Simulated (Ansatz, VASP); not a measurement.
# GaAs (generalised stacking fault on (111) of GaAs (glide set)) in two plane-wave programs, part 3 of 3

Wanted: the spread between two codes on one cell, functional and k mesh. Of the first pair: The cell is taken from a series of runs on this material, whose earlier steps may have relaxed, scaled, displaced or heated it; both programs get it as it stands.

VASP 6.6.1 and Ansatz 0.2.0.

So far. Step 2 (VASP: single point, PBEsol): The run ends at a pressure of -2.62 GPa, with forces up to 1.9 eV/Å. Step 6 (VASP: single point, PBE, pair 2): The run ends at a pressure of 0.75 GPa, with forces up to 1.2 eV/Å.

## 9. VASP: single point, PBE, pair 3

Level of this step: PBE; plane waves and PAW (Ga_d, As) (VASP).

The same cell, functional, mesh and smearing now go to VASP, with its own data sets.

INCAR reads:

```
SYSTEM = GaAs
PREC = Accurate
ENCUT = 400
EDIFF = 1E-06
NELM = 120
ISMEAR = -1
SIGMA = 0.025
LREAL = .FALSE.
ALGO = Normal
GGA = PE
NBANDS = 89
LORBIT = 11
LWAVE = .FALSE.
LCHARG = .FALSE.
ISIF = 2
LASPH = .TRUE.
GGA_COMPAT = .FALSE.
EFERMI = MIDGAP
KPAR = 4
```

POSCAR reads:

```
GaAs
1.0
    4.0658600000      0.0000000000      0.0000000000
   -2.0329300000      3.5211400000      0.0000000000
    0.8131700000     -2.8169100000     26.5581100000
Ga As
8 8
Direct
    0.3971600000      0.9220000000      0.3191700000
    0.7550600000      0.6868900000      0.4419600000
    0.1131550000      0.4526450000      0.5658100000
    0.4712100000      0.2182400000      0.6894600000
    0.8292350000      0.9835650000      0.8128100000
    0.1872900000      0.7491900000      0.9364900000
    0.5454100000      0.5149900000      0.0604100000
    0.9034250000      0.2803650000      0.1838000000
    0.4155500000      0.9955300000      0.4110900000
    0.7736500000      0.7612800000      0.5349400000
    0.1317400000      0.5270300000      0.6587800000
    0.4898150000      0.2926250000      0.7824500000
    0.8478200000      0.0580200000      0.9058500000
    0.2059150000      0.8237450000      0.0296700000
    0.5640600000      0.5895700000      0.1536400000
    0.9218700000      0.3541200000      0.2760000000
```

KPOINTS reads:

```
Automatic mesh
0
Gamma
5 5 1
0 0 0
```

PAW data sets: Ga_d and As (PBE family, release 64).

On the command line:

```bash
> mpirun -np 4 vasp_std
```

Numbers of over 12 decimals in the logs are rounded to 6 here.

The log of the run:

```text
[... set-up lines as in an earlier step ...]
 entering main loop
       N       E                     dE             d eps       ncg     rms          rms(c)
DAV:   1     0.134633142853E+04    0.13463E+04   -0.53003E+04  2482   0.194E+03
DAV:   2     0.204378556018E+03   -0.11420E+04   -0.10939E+04  2450   0.570E+02
DAV:   3    -0.443066383875E+02   -0.24869E+03   -0.23495E+03  2836   0.183E+02
DAV:   4    -0.651302590500E+02   -0.20824E+02   -0.20361E+02  2730   0.519E+01
[...]
DAV:  14    -0.650019991193E+02   -0.36197E-05   -0.82638E-05  3228   0.832E-02    0.855E-03
DAV:  15    -0.650020033347E+02   -0.42154E-05   -0.29950E-05  2756   0.381E-02    0.254E-03
DAV:  16    -0.650020041120E+02   -0.77733E-06   -0.70020E-06  2084   0.252E-02
   1 F= -.65002004E+02 E0= -.65001858E+02  d E =-.292871E-03
```

OUTCAR, selected parts (step 9):

```text
  Total        1.6830192      2.2285223      2.5417791      0.4724176      0.1330581     -0.2304630
  in kB        7.0919683      9.3906292     10.7106420      1.9906907      0.5606852     -0.9711333
  external PRESSURE =       9.0644132 kB  Pullay stress =       0.0000000 kB

 POSITION                                       TOTAL-FORCE (eV/Angst)
 -----------------------------------------------------------------------------------
     -0.00003      2.34742      8.47655        -0.468919      0.270731      0.014978
      2.03296      1.17367     11.73762         0.052976     -0.030586     -0.006271
     -0.00002     -0.00001     15.02684         0.004456     -0.002573     -0.007179
      2.03286     -1.17369     18.31075         0.001626     -0.000939     -0.004731
      2.03299      1.17366     21.58670        -0.002080      0.001201      0.027790
     -0.00003     -0.00001     24.87140        -0.003687      0.002129     -0.001048
      1.21975      1.64318      1.60438        -0.021799      0.012586     -0.032380
      3.25270      0.46946      4.88138         0.000125     -0.000072     -0.023236
      0.00001      2.34740     10.91777        -0.058506      0.033778      0.030173
      2.03292      1.17370     14.20700        -0.014496      0.008369     -0.011006
     -0.00008      0.00002     17.49595        -0.003423      0.001976     -0.008366
      2.03290     -1.17372     20.78039         0.001461     -0.000844     -0.031754
      4.06578     -2.34740     24.05766        -0.002403      0.001387      0.019575
     -0.81327      2.81694      0.78798        -0.000700      0.000404      0.013009
      1.21977      1.64317      4.08039        -0.049326      0.028479     -0.010036
      3.25273      0.46944      7.33004         0.564694     -0.326026      0.030483
 -----------------------------------------------------------------------------------
    total drift:                               -0.000268     -0.000234      0.000573

  FREE ENERGIE OF THE ION-ELECTRON SYSTEM (eV)
  ---------------------------------------------------
  free  energy   TOTEN  =       -65.0020041120 eV

  energy  without entropy=      -65.0017112415  energy(sigma->0) =      -65.00185768

[... 1 part as in an earlier step ...]

[... 2 further parts left out ...]
[key lines of the parts left out:]
E-fermi :   4.1179
```

The run ends at a pressure of 0.91 GPa, with forces up to 0.65 eV/Å.

## 10. Comparison

What differs besides the data sets and the points named for the pairs above, as far as they apply: the data sets hold 224 valence electrons in Ansatz (on its default PAW (the set named soft_2) files) and 144 in VASP. Total energies have different zeros and are not compared.

The two programs side by side:

```csv
quantity,Ansatz,VASP,difference
gap on the k mesh (eV),0.267,0.263,+0.004
```

Forces on 8 of the 16 atoms, those with the largest forces and the largest differences (eV/Å; atoms numbered as in POSCAR):

```csv
atom,"Ansatz x, y, z","VASP x, y, z"
Ga1,"-0.466, 0.269, 0.012","-0.469, 0.271, 0.015"
Ga2,"0.053, -0.029, -0.008","0.053, -0.031, -0.006"
Ga5,"-0.002, 0.001, 0.031","-0.002, 0.001, 0.028"
Ga7,"-0.022, 0.012, -0.032","-0.022, 0.013, -0.032"
As9,"-0.059, 0.033, 0.027","-0.059, 0.034, 0.030"
As12,"0.001, -0.001, -0.034","0.001, -0.001, -0.032"
As15,"-0.050, 0.028, -0.011","-0.049, 0.028, -0.010"
As16,"0.562, -0.324, 0.035","0.565, -0.326, 0.030"
```

The forces differ by 1.5 meV/Å r.m.s., which is 1.2 % of the r.m.s. force of 0.124 eV/Å (both taken over all components). A gap on the mesh is an upper bound, since the band edges may lie between its points.

## 11. Outcome

```json
{
 "r.m.s. force difference (single point, PBEsol)": "0.74 % of the r.m.s. force",
 "r.m.s. force difference (single point, PBE, pair 2)": "0.93 % of the r.m.s. force",
 "r.m.s. force difference (single point, PBE, pair 3)": "1.5 meV/Å"
}
```

**Reading.** The r.m.s. force difference is 0.93 % of the r.m.s. force (single point, PBE, pair 2), within the 3 % picked in this series as the mark of a large difference. The data sets hold unlike numbers of valence electrons (224 in Ansatz and 144 in VASP), so part of the differences comes from the potentials. 6 further runs of this series are not shown here. How closely two codes agree says nothing of how well the functional describes the real material.

[Lines on the potential files, build, host, timing and source positions are cut from VASP's logs without a mark.]

[Logs are printed without paths, hosts, clocks, repeated set-up lines and the standing remarks that a program may print on its own settings, such as how far it seeks lower states.]

[Hosts, paths, dates, database ids (printed as entryN), source tags and the programs' standing remarks are cut or masked in the printed files.]
